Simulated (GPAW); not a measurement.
Ta:

```
CELL_PARAMETERS angstrom
-1.71384 1.66380 1.60595
1.69320 -1.68230 1.60382
1.68622 1.65469 -1.62445
ATOMIC_POSITIONS crystal
Ta 0.00000 0.00000 0.00000
```

The cell isn't the ideal one: cell sheared at random, sigma 0.03, atoms nudged by 0.01 Å.

```yaml
Program: GPAW 26.7.0
Task: relaxation of cell and atoms
Functional: AM05
Potentials_or_basis: PAW data sets generated in the run's folder for this functional
Cutoff: 600 eV
Basis: pw
k_mesh: 10 × 10 × 10
Occupations: fermi-dirac, width 0.05 eV
Spin: no spin polarisation
```

At the start: pressure -2.7 GPa; volume 18.00 Å³/atom.

How do energy, volume and symmetry change on relaxing?

Over 19 steps the energy falls by 16.4 meV/atom and the volume is 17.78 Å³/atom (-1.2 %); space group Im-3m (No. 229, to 0.05 Å).

Step by step:
| step | energy change (eV) | largest force (eV/Å) | pressure (GPa) | volume (Å³) |
| --- | --- | --- | --- | --- |
| 1 | 0.0000 | 0.0000 | -2.74 | 18.00 |
| 2 | -0.0056 | 0.0000 | -0.81 | 17.83 |
| 3 | -0.0105 | 0.0000 | 1.74 | 17.63 |
| 4 | -0.0139 | 0.0000 | 2.52 | 17.57 |
| 5 | -0.0154 | 0.0000 | 0.73 | 17.72 |
| 6 | -0.0155 | 0.0000 | 0.60 | 17.73 |
| 7 | -0.0157 | 0.0000 | 0.37 | 17.75 |
| 8 | -0.0160 | 0.0000 | 0.08 | 17.77 |
| 9 | -0.0162 | 0.0000 | -0.20 | 17.80 |
| 10 | -0.0163 | 0.0000 | -0.39 | 17.81 |
| 11 | -0.0164 | 0.0000 | -0.44 | 17.82 |
| 12 | -0.0164 | 0.0000 | -0.35 | 17.81 |
| 13 | -0.0164 | 0.0000 | -0.11 | 17.79 |
| 14 | -0.0164 | 0.0000 | -0.10 | 17.79 |
| 15 | -0.0164 | 0.0000 | -0.09 | 17.79 |
| 16 | -0.0164 | 0.0000 | -0.08 | 17.79 |
| 17 | -0.0164 | 0.0000 | -0.06 | 17.79 |
| 18 | -0.0164 | 0.0000 | -0.03 | 17.78 |
| 19 | -0.0164 | 0.0000 | -0.01 | 17.78 |

Final structure:
```
Ta
1.0
    -1.64652    1.64561    1.64381
     1.64496   -1.64653    1.64262
     1.64460    1.64419   -1.64473
Ta
1
Direct
  0.00000 0.00000 0.00000
```

Caveat: later steps reuse the first step's grids.
